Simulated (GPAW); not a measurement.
As, 2 atoms in the cell. It takes space group R-3m (No. 166, trigonal). Conventional cell: a = 3.762 Å, b = 3.762 Å, c = 10.542 Å, α = 90.00°, β = 90.00°, γ = 120.00°. As (site symmetry 3m) has 3 As at 2.51 Å as nearest neighbours. 

```yaml
Program: GPAW 26.7.0
Task: single point
Functional: PBE
Potentials_or_basis: GPAW PAW data sets (gpaw-data 1.2.1)
Cutoff: 450 eV
Basis: pw
k_mesh: 7 × 7 × 7
Occupations: fermi-dirac, width 0.05 eV
Spin: no spin polarisation
Maxiter: 120
Convergence: default
```

Potentials or basis: GPAW PAW data sets (gpaw-data 1.2.1), pw.

The run is started by

```sh
$ OMP_NUM_THREADS=1 python run.py
```

Hardware: 1 thread of Arm Neoverse V2 (shared host).

Question: How long does it take, and how much memory?

Answer: It took 9.7 s on 1 thread of Arm Neoverse V2, with other jobs on the host, peak memory 0.14 GiB. Counts: scf iterations 7, plane waves 961, bands 13, k points 44.
